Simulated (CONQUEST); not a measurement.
## LiCl under changes of volume

One of the cells (16.871 Å³/atom); the others are scaled copies at fixed shape and fractional positions:

```
Cl Li
1.0
     3.62713    0.00000    0.00000
     0.00000    3.62713    0.00000
     0.00000    0.00000    5.12954
Cl Li
2 2
Direct
  0.00000 0.00000 0.50000
  0.50000 0.50000 0.00000
  0.00000 0.00000 0.00000
  0.50000 0.50000 0.50000
```

```yaml
Program: CONQUEST 1.3
Functional: PBEsol
Potentials_or_basis: PseudoDojo NC PBEsol, DZP, grid of 36 × 36 × 48 points
k_mesh: 7 × 7 × 5
Occupations: fermi-dirac, width 0.05 eV
Spin: no spin polarisation
```

```tsv
volume (Å³/atom)	energy over the lowest point (meV/atom)	pressure (GPa)	gap on the mesh (eV)
15.859	1.83	1.2	6.65
16.196	0.14	0.4	6.52
16.534	0.00	-0.3	6.40
16.871	1.20	-0.9	6.29
17.209	3.69	-1.5	6.18
17.546	?	?	?
17.883	12.33	-2.6	5.97
```

Q: What does the run at 17.546 Å³/atom give?

A: Energy over the lowest point 7.41 meV/atom; pressure -2.1 GPa; gap on the mesh 6.07 eV.

Worked out: A Birch-Murnaghan fit of order 3 (a polynomial in V^(-2/3)) to the other rows has its minimum at 16.41 Å³/atom with B0 = V·E''(V) = 33 GPa (rough, since the energies scatter). It gives 7.44 meV/atom at 17.546 Å³/atom, against the run's 7.41, and -dE/dV = -2.1 GPa, against -2.1. A straight line through the other rows of the gap, of slope -5.63 eV per unit of ln V, gives 6.07 eV, against the run's 6.07.

Energies are extrapolated to zero smearing.

Caveats: an odd mesh through Γ misses points on the zone boundary, where band edges often lie; the basis of atomic orbitals isn't converged, which shifts pressures, moduli and gaps; the real-space grid breaks the cell's symmetry a little (some runs).
